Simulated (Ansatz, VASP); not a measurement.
## One calculation of AgBr, two programs

```xyz
2
Lattice="0.0000 2.9204 2.9204 2.9204 0.0000 2.9204 2.9204 2.9204 0.0000" Properties=species:S:1:pos:R:3 pbc="T T T"
Ag    0.0000    0.0000    0.0000
Br    2.9204    2.9204    2.9204
```

Alike in both runs: functional PBE; k mesh 8 × 8 × 8; no spin polarisation.

Ansatz relaxed the structure, and its values are those at the end. VASP's run is a single point on that final structure, the one shown.

|  | VASP | Ansatz |
| --- | --- | --- |
| version | VASP 6.6.1 | Ansatz 0.2.0 |
| potentials or method | VASP PAW PBE potentials, release 64 (Ag, Br) | scalar-relativistic, plane waves, PAW |
| plane-wave cutoff (eV) | 520 | 420 |
| occupations | gaussian, width 0.01 eV | fixed |
| valence electrons in the cell | 18 | 26 |

```csv
,VASP,Ansatz,Ansatz less VASP
gap on the k mesh at the Fermi level (eV),0.69,0.69,+0.001
least direct gap on the mesh (eV),2.44,2.44,+0.001
pressure (GPa),0.0,0.0,+0.05
```

The two sets of potentials don't hold the same shells in valence.

A k mesh can miss the band edges.
